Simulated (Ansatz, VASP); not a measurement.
One calculation of CdTe, two programs

```
CELL_PARAMETERS angstrom
0.00000 3.27990 3.27990
3.27990 0.00000 3.27990
3.27990 3.27990 0.00000
ATOMIC_POSITIONS crystal
Cd 0.00000 0.00000 0.00000
Te 0.25000 0.25000 0.25000
```

Alike in both runs: task single point; functional LDA; k mesh 6 × 6 × 6; no spin polarisation.

```csv
,VASP,Ansatz
version,VASP 6.6.1,Ansatz 0.2.0
potentials or method,"VASP PAW LDA potentials, release 64 (Cd, Te)","plane waves, PAW"
plane-wave cutoff (eV),520,420
occupations,"gaussian, width 0.01 eV",fixed
valence electrons in the cell,18,36
```

```csv
,VASP,Ansatz,Ansatz less VASP
gap on the k mesh at the Fermi level (eV),0.44,0.40,-0.038
```

The two sets of potentials don't hold the same shells in valence.

Caveats: spin-orbit coupling is left out, which moves the levels of the heavy elements. A hybrid or GW would open this gap; LDA tends to underestimate it.
